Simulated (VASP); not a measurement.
## VASP 6.6.1 run: ZnSe

INCAR

```
LCHARG = .FALSE.
ISMEAR = 1
LASPH = .TRUE.
IVDW = 11
SIGMA = 0.5
ISIF = 2
NELM = 88
PREC = Accurate
EDIFF = 1E-7
LREAL = .FALSE.
GGA = PE
IBRION = -1
LWAVE = .FALSE.
NSW = 0
ENCUT = 520
NBANDS = 16
```

KPOINTS

```
KPOINTS created by Atomic Simulation Environment
0
Gamma
8 8 8
0 0 0
```

POSCAR

```
Zn Se
 1.0000000000000000
     0.0000000000000000    2.8040964774999999    2.8658848607000000
     2.8040964774999999    0.0000000000000000    2.8658848607000000
     2.8040964774999999    2.8040964774999999    0.0000000000000000
 Zn  Se
   1   1
Cartesian
  0.0000000000000000  0.0000000000000000  0.0000000000000000
  1.4020482387500000  1.4020482387500000  1.4329424303500000
```

The recommended PBE PAW datasets give the neutral cell 18 valence electrons.

Command

```
mpirun -np 1 vasp_std
```

OSZICAR

```
N       E                     dE             d eps       ncg     rms          rms(c)
DAV:   1     0.862862491404E+02    0.86286E+02   -0.87825E+03  1888   0.129E+03
DAV:   2    -0.102172895348E+01   -0.87308E+02   -0.82398E+02  2144   0.250E+02
DAV:   3    -0.625440762503E+01   -0.52327E+01   -0.52140E+01  2328   0.594E+01
DAV:   4    -0.629537160112E+01   -0.40964E-01   -0.40960E-01  2264   0.573E+00
DAV:   5    -0.629556531067E+01   -0.19371E-03   -0.19371E-03  2440   0.355E-01    0.483E+00
DAV:   6    -0.602678217393E+01    0.26878E+00   -0.53375E-01  2784   0.241E+01    0.368E+00
DAV:   7    -0.600753241483E+01    0.19250E-01   -0.15566E-01  2200   0.353E+00    0.157E+00
DAV:   8    -0.600730059275E+01    0.23182E-03   -0.44369E-03  2584   0.689E-01    0.454E-01
DAV:   9    -0.600752376255E+01   -0.22317E-03   -0.11019E-03  2240   0.253E-01    0.662E-02
DAV:  10    -0.600763196140E+01   -0.10820E-03   -0.20062E-04  2432   0.105E-01    0.229E-02
DAV:  11    -0.600762351667E+01    0.84447E-05   -0.38234E-05  2200   0.525E-02    0.483E-03
DAV:  12    -0.600762457242E+01   -0.10557E-05   -0.51162E-06  2504   0.133E-02    0.260E-03
DAV:  13    -0.600762479848E+01   -0.22607E-06   -0.48021E-07  2304   0.510E-03    0.108E-03
DAV:  14    -0.600762478860E+01    0.98830E-08   -0.32260E-08  2080   0.199E-03
   1 F= -.65735957E+01 E0= -.65770902E+01  d E =0.104833E-01
```

Standard output (part)

```
POSCAR found type information on POSCAR ZnSe
 POSCAR found :  2 types and       2 ions
 LDA part: xc-table for (Slater+PW92), standard interpolation
 POSCAR, INCAR and KPOINTS ok, starting setup
 WAVECAR not read
 entering main loop
```

From OUTCAR

```
k-points           NKPTS =     59   k-points in BZ     NKDIM =     59   number of bands    NBANDS=     16

   NELECT =      18.0000    total number of electrons

   dimension x,y,z NGX =    30 NGY =   30 NGZ =   30
   dimension x,y,z NGXF=    60 NGYF=   60 NGZF=   60

  energy-cutoff  :      520.00
  volume of cell :       45.07
      direct lattice vectors                 reciprocal lattice vectors
     0.000000000  2.804096477  2.865884861    -0.178310555  0.178310555  0.174466186
     2.804096477  0.000000000  2.865884861     0.178310555 -0.178310555  0.174466186
     2.804096477  2.804096477  0.000000000     0.178310555  0.178310555 -0.174466186

 k-points in reciprocal lattice and weights: KPOINTS created by Atomic Simulation Env
   0.00000000  0.00000000  0.00000000       0.002
   0.12500000 -0.00000000  0.00000000       0.016
   0.25000000 -0.00000000  0.00000000       0.016
   0.37500000 -0.00000000  0.00000000       0.016
   0.50000000 -0.00000000  0.00000000       0.008
   0.12500000  0.12500000  0.00000000       0.004
   0.25000000  0.12500000  0.00000000       0.016
   0.37500000  0.12500000  0.00000000       0.016
   ...

 E-fermi :   1.8195

 k-point     1 :       0.0000    0.0000    0.0000
  band No.  band energies     occupation
      1     -11.6249      2.00000
      2      -4.8912      2.00000
      3      -4.8814      2.00000
      4      -4.8814      2.00000
      5      -4.5086      2.00000
      6      -4.5044      2.00000
      7       1.6408      1.56400
      8       1.7242      1.31605
      9       1.7242      1.31605
     10       3.0253     -0.00341
     11       7.4953     -0.00000
     12       7.4953     -0.00000
     13       7.5028     -0.00000
     14      11.6620     -0.00000
     15      12.9687      0.00000
     16      13.3767      0.00000

 k-point     2 :       0.1250   -0.0000    0.0000
  band No.  band energies     occupation
      1     -11.5222      2.00000
      2      -4.8808      2.00000
      3      -4.8696      2.00000
      4      -4.8649      2.00000
      5      -4.5094      2.00000
      6      -4.5063      2.00000
      7       0.3716      2.00033
      8       1.5080      1.86011
      9       1.5761      1.72539
     10       4.0089     -0.00000
     11       7.4387     -0.00000
     12       7.7585     -0.00000
     13       7.7594     -0.00000
     14      12.2169      0.00000
     15      12.5308      0.00000
     16      12.5482      0.00000

 k-point     3 :       0.2500   -0.0000    0.0000
  band No.  band energies     occupation
      1     -11.2555      2.00000
      2      -4.8394      2.00000
      3      -4.8283      2.00000
      4      -4.8224      2.00000
      5      -4.5064      2.00000
      6      -4.5062      2.00000
      7      -1.3749      2.00000
      8       1.1636      2.06885
      9       1.2599      2.06696
     10       4.4687     -0.00000
     11       8.0588     -0.00000
     12       8.1747     -0.00000
     13       8.3310     -0.00000
     14      12.0618      0.00000
     15      12.2054      0.00000
     16      12.4848      0.00000

 ...

  Total       0.20748     0.20748    -0.00862     0.00000     0.00000     0.00000
  in kB       7.37585     7.37585    -0.30647     0.00000     0.00000     0.00000
  external pressure =        4.82 kB  Pullay stress =        0.00 kB

 POSITION                                       TOTAL-FORCE (eV/Angst)
 -----------------------------------------------------------------------------------
      0.00000      0.00000      0.00000        -0.000000     -0.000000     -0.000000
      1.40205      1.40205      1.43294         0.000000      0.000000      0.000000
 -----------------------------------------------------------------------------------
    total drift:                                0.000000      0.000000     -0.000002

  FREE ENERGIE OF THE ION-ELECTRON SYSTEM (eV)
  ---------------------------------------------------
  free  energy   TOTEN  =        -6.5735957232 eV

  energy  without entropy=       -6.5840790413  energy(sigma->0) =       -6.57709016
```

It converged. Results: gap between bands v and c on the k mesh 1.30 eV; least direct gap on the k mesh 1.30 eV; pressure 0.5 GPa. Band v is the last that the valence electrons fill when counted band by band, and c is the next.

For comparison, a separate PBE run of the intended cell, on usual settings and not on those above, gives a gap of 1.30 eV on its mesh and a pressure of 3.0 GPa.

The run above took about 60 s on one core of a shared host (Intel Xeon Platinum 8488C) and held 0.2 GiB at most.
